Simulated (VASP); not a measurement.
# Mg: single point with LDA

Mg:

```
CELL_PARAMETERS angstrom
3.18000 0.00000 0.00000
-1.59000 2.75396 0.00000
0.00000 0.00000 5.16000
ATOMIC_POSITIONS crystal
Mg 0.33333 0.66667 0.25000
Mg 0.66667 0.33333 0.75000
```

The cell was built by a generator and needn't be a form met in nature.

| Property | Result |
| --- | --- |
| Program | VASP 6.6.1 |
| Task | single point |
| Functional | LDA |
| Potentials or basis | VASP PAW LDA potentials, release 64 (Mg) |
| Cutoff | 520 eV |
| k mesh | 6 × 6 × 4 |
| Occupations | gaussian, width 0.1 eV |
| Spin | no spin polarisation |

- Pressure: -1.9 GPa
- Band gap on the k mesh: none (metal or under the smearing width)

Levels at points of the mesh, in eV from the Fermi level:
| k point | band 1 | band 2 | band 3 | band 4 | band 5 | band 6 | band 7 |
| --- | --- | --- | --- | --- | --- | --- | --- |
| (0.00, 0.00, 0.00) | -6.85 | -1.54 | -1.13 | 11.12 | 11.12 | 11.19 | 11.19 |
| (0.50, 0.00, 0.00) | -2.02 | -2.01 | 2.82 | 3.21 | 3.42 | 3.84 | 7.02 |
| (0.00, 0.00, 0.50) | -5.45 | -5.45 | 5.21 | 5.21 | 11.87 | 11.87 | 11.87 |
| (0.50, 0.00, 0.50) | -0.96 | -0.96 | -0.33 | -0.33 | 8.20 | 8.20 | 8.24 |

Wall time 5.4 s on 1 thread of Intel(R) Xeon(R) Platinum 8259CL CPU @ 2.50GHz (Skylake/Cascade Lake), on a shared host, peak memory 0.13 GiB.

Caveat: the k mesh is coarse (spacing up to 0.38 Å⁻¹), so the values aren't converged.
